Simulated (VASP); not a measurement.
# MoS₂: convergence, band structure

MoS₂, P6_3/mmc (no. 194), 6 atoms in the cell. RevPBE; PAW potentials Mo_sv, S (PBE set). VASP 6.6.1.

Wanted: band energies at the path's corners within 0.02 eV; smallest gap over path and mesh within 0.01 eV.

What the run is for: bands; Accuracy asked: standard; Route: KPOINTS_OPT.

Band energies at the path's corners: counted from the valence top.

POSCAR:
```
MoS2
1.0
    3.1690000000      0.0000000000      0.0000000000
   -1.5845000000      2.7444345046      0.0000000000
    0.0000000000      0.0000000000     12.3240000000
Mo S
2 4
Direct
    0.6666666667      0.3333333333      0.7500000000
    0.3333333333      0.6666666667      0.2500000000
    0.6666666667      0.3333333333      0.3770000000
    0.3333333333      0.6666666667      0.8770000000
    0.6666666667      0.3333333333      0.1230000000
    0.3333333333      0.6666666667      0.6230000000
```

The series start from Plane-wave cutoff (eV): 300; k-point mesh: 7 × 7 × 2; k points a path segment: 12; Electronic threshold (eV): 1e-6; Precision mode (PREC): Accurate; Bands in all (NBANDS): 42; Aspherical gradient terms in the spheres (LASPH): yes; Highest l that the mixer handles (LMAXMIX): 4. Each series keeps the choices made before it, and each single choice may use up half of a tolerance.

## Plane-wave cutoff (eV)

| Plane-wave cutoff (eV) | Band energies at the path's corners, largest deviation (eV) | Smallest gap over path and mesh (eV) | Time (s) |
|---|---|---|---|
| 210 | 0.010 | 0.927 | 30 |
| 260 | 0.005 | 0.929 | 54 |
| 300 | 0.002 | 0.927 | 57 |
| 340 | 0.001 | 0.926 | 78 |
| 420 | 0.000 | 0.925 | 97 |
| 520 (reference) | 0.000 | 0.925 | 130 |

Chosen: 260, the loosest value from which every tighter one stays within half of the tolerance.

## k-point mesh

| k-point mesh | Band energies at the path's corners, largest deviation (eV) | Smallest gap over path and mesh (eV) | Time (s) |
|---|---|---|---|
| 3 × 3 × 1 | 0.102 | 0.959 | 49 |
| 4 × 4 × 1 | 0.007 | 0.927 | 47 |
| 5 × 5 × 2 | 0.002 | 0.929 | 51 |
| 7 × 7 × 2 | 0.001 | 0.929 | 54 |
| 8 × 8 × 2 | 0.000 | 0.929 | 58 |
| 10 × 10 × 3 (reference) | 0.000 | 0.929 | 68 |

Chosen: 4 × 4 × 1.

## Electronic threshold (eV)

| Electronic threshold (eV) | Band energies at the path's corners, largest deviation (eV) | Smallest gap over path and mesh (eV) | Time (s) |
|---|---|---|---|
| 0.001 | 0.003 | 0.924 | 35 |
| 0.0001 | 0.000 | 0.927 | 41 |
| 1e-5 | 0.000 | 0.927 | 42 |
| 1e-6 | 0.000 | 0.927 | 47 |
| 1e-7 (reference) | 0.000 | 0.928 | 52 |

Chosen: 0.001.

## Precision mode (PREC)

| Precision mode (PREC) | Band energies at the path's corners, largest deviation (eV) | Smallest gap over path and mesh (eV) | Time (s) |
|---|---|---|---|
| SingleN | 0.009 | 0.926 | 16 |
| Normal | 0.001 | 0.923 | 16 |
| Accurate (reference) | 0.000 | 0.924 | 35 |

Chosen: SingleN.

## Bands in all (NBANDS)

| Bands in all (NBANDS) | Band energies at the path's corners, largest deviation (eV) | Smallest gap over path and mesh (eV) | Time (s) |
|---|---|---|---|
| 28 | 0.072 | 0.928 | 12 |
| 29 | 0.042 | 0.928 | 13 |
| 30 | 0.027 | 0.927 | 13 |
| 32 | 0.003 | 0.926 | 13 |
| 42 | 0.003 | 0.926 | 16 |
| 52 (reference) | 0.000 | 0.929 | 20 |

Chosen: 32.

## Aspherical gradient terms in the spheres (LASPH)

| Aspherical gradient terms in the spheres (LASPH) | Band energies at the path's corners, largest deviation (eV) | Smallest gap over path and mesh (eV) | Time (s) |
|---|---|---|---|
| no | 0.009 | 0.917 | 12 |
| yes (reference) | 0.000 | 0.926 | 13 |

Chosen: yes; the one before it in the list is off by more than half of the tolerance.

## Highest l that the mixer handles (LMAXMIX)

| Highest l that the mixer handles (LMAXMIX) | Band energies at the path's corners, largest deviation (eV) | Smallest gap over path and mesh (eV) | Time (s) |
|---|---|---|---|
| 2 | 0.000 | 0.926 | 13 |
| 4 | 0.000 | 0.926 | 13 |
| 6 (reference) | 0.000 | 0.926 | 13 |

Chosen: 2.

## All choices together

| Input | Band energies at the path's corners, largest deviation (eV) | Smallest gap over path and mesh (eV) | Time (s) |
|---|---|---|---|
| the program's defaults (naive) | 0.012 | 0.919 | 17 |
| chosen settings | 0.015 | 0.926 | 13 |
| reference settings throughout | 0.000 | 0.926 | 400 |

The tolerance is met.

## The input

INCAR:
```
SYSTEM = MoS2
GGA = RE
ISMEAR = 0
SIGMA = 0.03
LWAVE = .FALSE.
LCHARG = .FALSE.
NBANDS = 32
PREC = SingleN
LASPH = .TRUE.
LREAL = .FALSE.
ALGO = Normal
EDIFF = 0.001
NELM = 120
GGA_COMPAT = .FALSE.
ENCUT = 260
EFERMI = MIDGAP
LMAXMIX = 2
```

KPOINTS:
```
Automatic mesh
0
Gamma
  4 4 1
  0 0 0
```

KPOINTS_OPT:
```
path GMKGALHA,LM,KH
12
line-mode
reciprocal
 0.0000000000  0.0000000000  0.0000000000  G
 0.5000000000  0.0000000000  0.0000000000  M

 0.5000000000  0.0000000000  0.0000000000  M
 0.3333333333  0.3333333333  0.0000000000  K

 0.3333333333  0.3333333333  0.0000000000  K
 0.0000000000  0.0000000000  0.0000000000  G

 0.0000000000  0.0000000000  0.0000000000  G
 0.0000000000  0.0000000000  0.5000000000  A

 0.0000000000  0.0000000000  0.5000000000  A
 0.5000000000  0.0000000000  0.5000000000  L

 0.5000000000  0.0000000000  0.5000000000  L
 0.3333333333  0.3333333333  0.5000000000  H

 0.3333333333  0.3333333333  0.5000000000  H
 0.0000000000  0.0000000000  0.5000000000  A

 0.5000000000  0.0000000000  0.5000000000  L
 0.5000000000  0.0000000000  0.0000000000  M

 0.3333333333  0.3333333333  0.0000000000  K
 0.3333333333  0.3333333333  0.5000000000  H
```

Commands:
```
cat potpaw_PBE.64/Mo_sv/POTCAR potpaw_PBE.64/S/POTCAR > POTCAR
mpirun -np 1 vasp_std > vasp.out
```

The naive input happens to agree within the tolerance here, in 17 s.

Limits: revPBE gaps are mostly well below measured ones.

The chosen input took VASP 6.6.1 13 s on 1 core (Intel Xeon 6975P-C (Granite Rapids)), a shared host.

## An input that fails: fixed density asked without a density file

VASP's message: ERROR: charge density could not be read from file CHGCAR for ICHARG>10.

Changes against the starting input:
```
- NELM = 120
+ NELM = 80
+ ICHARG = 11
```
